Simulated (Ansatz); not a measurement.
Method: DFT PBE, scalar-relativistic, plane waves, PAW (Ansatz). All cells share a 420 eV cutoff and Γ-centred k meshes spaced at most about 0.3 Å⁻¹ (about 0.25 or finer for metals, 2π included). No spin polarisation in the final relaxations.

Temperature and zero-point effects are left out.

Compare these two cells of Cu₃H, each relaxed at this level.

1.

```cif
data_structure
_symmetry_space_group_name_H-M 'Pm-3n'
_symmetry_Int_Tables_number 223
_cell_length_a 4.4603
_cell_length_b 4.4603
_cell_length_c 4.4603
_cell_angle_alpha 90.000
_cell_angle_beta 90.000
_cell_angle_gamma 90.000
_cell_volume 88.74
loop_
_atom_site_label
_atom_site_type_symbol
_atom_site_symmetry_multiplicity
_atom_site_Wyckoff_symbol
_atom_site_fract_x
_atom_site_fract_y
_atom_site_fract_z
_atom_site_occupancy
Cu1 Cu 6 c 0.25000 0.00000 0.50000 1
H1 H 2 a 0.00000 0.00000 0.00000 1
```

2.

```cif
data_structure
_symmetry_space_group_name_H-M 'Fm-3m'
_symmetry_Int_Tables_number 225
_cell_length_a 5.5722
_cell_length_b 5.5722
_cell_length_c 5.5722
_cell_angle_alpha 90.000
_cell_angle_beta 90.000
_cell_angle_gamma 90.000
_cell_volume 173.01
loop_
_atom_site_label
_atom_site_type_symbol
_atom_site_symmetry_multiplicity
_atom_site_Wyckoff_symbol
_atom_site_fract_x
_atom_site_fract_y
_atom_site_fract_z
_atom_site_occupancy
Cu1 Cu 4 a 0.00000 0.00000 0.00000 1
Cu2 Cu 8 c 0.25000 0.75000 0.75000 1
H1 H 4 b 0.50000 0.00000 0.00000 1
```

**Question.** Which is lower in energy, and by how much?

**Answer.** Cell 2 is lower, by 61 meV/atom. Cell 1 has the A15 type, space group Pm-3n (No. 223), 11.1 Å³/atom and no gap on its mesh; cell 2 has the BiF3 (D0_3) type, space group Fm-3m (No. 225), 10.8 Å³/atom and no gap. Counting Cu atoms around H (those within 1.25 times the shortest such distance or 1.15 times the sum of covalent radii, 1.27 where that leaves under three; a plus sign parts nearer from farther groups; the shortest distance is added where it exceeds 1.18 times the sum of covalent radii), cell 1 has H 12 from 2.5 Å and cell 2 has H 8+6 from 2.4 Å. Even the lower one lies +0.60 eV/atom against the reference forms of the elements (uncorrected), so neither is stable at this level. In cell 1, Cu has 2 Cu at 2.23 Å, 4 H at 2.49 Å and 8 Cu at 2.73 Å; around H lie 12 Cu at 2.49 Å. In cell 2, Cu on a site of symmetry m-3m is surrounded by 8 Cu at 2.41 Å and 6 H at 2.79 Å; Cu on a site of symmetry -43m is surrounded by 4 Cu at 2.41 Å, 4 H at 2.41 Å and 6 Cu at 2.79 Å; around H lie 8 Cu at 2.41 Å and 6 Cu at 2.79 Å. Both come from invented guesses.

H stands nearly free of neighbours here, and without spin polarisation the energy of such atoms comes out too high. With hydrogen, zero-point motion can shift such differences by 10 meV/atom or more. Cells relaxed within their symmetry can be saddle points.
